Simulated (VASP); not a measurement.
A run of VASP 6.6.1 is set up as follows.

File INCAR:

```
PREC = Accurate
ENCUT = 520
EDIFF = 1E-6
ISMEAR = -1
SIGMA = 0.1
LREAL = False
LASPH = True
NELM = 80
ALGO = Normal
ISIF = 2
LWAVE = False
LCHARG = False
GGA = CA
NBANDS = 13
```

KPOINTS

```
regular mesh
0
Gamma
  11 11 16
```

POSCAR

```
Si
1.0
    4.2337338020      0.0000000000      0.0000000000
   -2.1168669010      3.6665210253      0.0000000000
    0.0000000000      0.0000000000      2.4282003480
Si
3
Direct
    1.0000000000      0.0000000000      0.0000000000
    0.3333333333      0.6666666667      0.5000000000
    0.6666666667      0.3333333333      0.5000000000
```

Potentials or basis: VASP PAW LDA potentials, release 64 (Si).

Run with:

```bash
$ cat potpaw_LDA.64/Si/POTCAR > POTCAR
$ mpirun -np 1 vasp_std > vasp.out
```

Q: Predict the pressure.

A: 17.1 GPa.

Q: What does it give for the band gap on the k mesh?

A: None (metal or under the smearing width).

Stress tensor (GPa, compression positive):
```
16.21  0.00  0.00
 0.00 16.21  0.00
 0.00  0.00 18.87
```

Caveat: so large a pressure means that the cell lies far from this level's equilibrium, or that cutoff or potentials fall short.
